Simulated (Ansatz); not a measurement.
BN built on the rocksalt prototype, relaxed with r2SCAN, was run in Ansatz under altered settings. All numbers are computed, without spin polarisation but where a row says otherwise.

```
B N
1.0
     0.00000    1.74583    1.74583
     1.74583    0.00000    1.74583
     1.74583    1.74583    0.00000
B N
1 1
Direct
  0.00000 0.00000 0.00000
  0.50000 0.50000 0.50000
```

The base run's other keys:
```yaml
kpoints:
  mp_grid: { grid: [6, 6, 6] }
hamiltonian:
  xc: hse06
scf:
  occupations: { method: fixed }
  n_extra_bands: 4
```

It takes 11 iterations with 181 plane waves at 420 eV and 16 k points, and leaves a mean stress of -8.44 GPa. The gap over this mesh is 2.180 eV. It ran on 4 threads of Arm Neoverse V1 (shared host).

Outcomes, with energy and stress as changes against the base:

| setting | outcome | ΔF (meV/atom) | Δ mean stress (GPa) | gap on the mesh (eV) | iterations | wall time |
| --- | --- | --- | --- | --- | --- | --- |
| PBE hybrid, exx coeff 0.3, omega 0.1 1/Å | converged | – | -2.8 | 2.812 | 13 | 2 s |
| PBE hybrid, exx coeff 0.05, omega 0.3 1/Å | converged | – | +9.9 | 1.332 | 9 | 1.8 s |
| PBE hybrid, exx coeff 0.1, omega 0.2078 1/Å | converged | – | +7.3 | 1.572 | 9 | 1.8 s |
| PBE hybrid, exx coeff 0.15, omega 0.1 1/Å | converged | – | +4.6 | 1.979 | 9 | 1.9 s |
| scf.occupations: methfessel_paxton 0.05 | converged | 0.0 | 0.0 | 2.180 | 11 | 1.9 s |
| scf.occupations: cold 0.2 | converged | 0.0 | 0.0 | 2.180 | 11 | 1.9 s |

A dash marks a value that wasn't obtained or can't be compared. Stress is positive in compression. The base took 1.9 s.

- PBE hybrid, exx coeff 0.3, omega 0.1 1/Å. That is 30 % exact exchange, screened with ω = 0.1 1/Å, against HSE06's 25 % screened at 0.208 1/Å. The mean stress moves by -2.8 GPa and the gap on the mesh by +0.632 eV (to 2.812). Totals of different functionals aren't comparable. The program warns that on this mesh the truncation of the exchange isn't bounded, so part of the change can be an error of the mesh.
- PBE hybrid, exx coeff 0.05, omega 0.3 1/Å. That is 5 % exact exchange, screened with ω = 0.3 1/Å, against HSE06's 25 % screened at 0.208 1/Å. The mean stress moves by +9.9 GPa and the gap on the mesh by -0.848 eV (to 1.332). Totals of different functionals aren't comparable.
- PBE hybrid, exx coeff 0.1, omega 0.2078 1/Å. That is 10 % exact exchange, screened with ω = 0.2078 1/Å, against HSE06's 25 % screened at 0.208 1/Å. The mean stress moves by +7.3 GPa and the gap on the mesh by -0.609 eV (to 1.572). Totals of different functionals aren't comparable.
- PBE hybrid, exx coeff 0.15, omega 0.1 1/Å. That is 15 % exact exchange, screened with ω = 0.1 1/Å, against HSE06's 25 % screened at 0.208 1/Å. The mean stress moves by +4.6 GPa and the gap on the mesh by -0.201 eV (to 1.979). Totals of different functionals aren't comparable. The program warns that on this mesh the truncation of the exchange isn't bounded, so part of the change can be an error of the mesh.

Within 1 meV an atom, 0.1 GPa and 0.005 eV of the base stay: scf.occupations: methfessel_paxton 0.05; scf.occupations: cold 0.2.

The stress of a hybrid is loosely converged in these runs.

The meshes of the hybrids are coarse, so their gaps aren't converged to the digits shown.
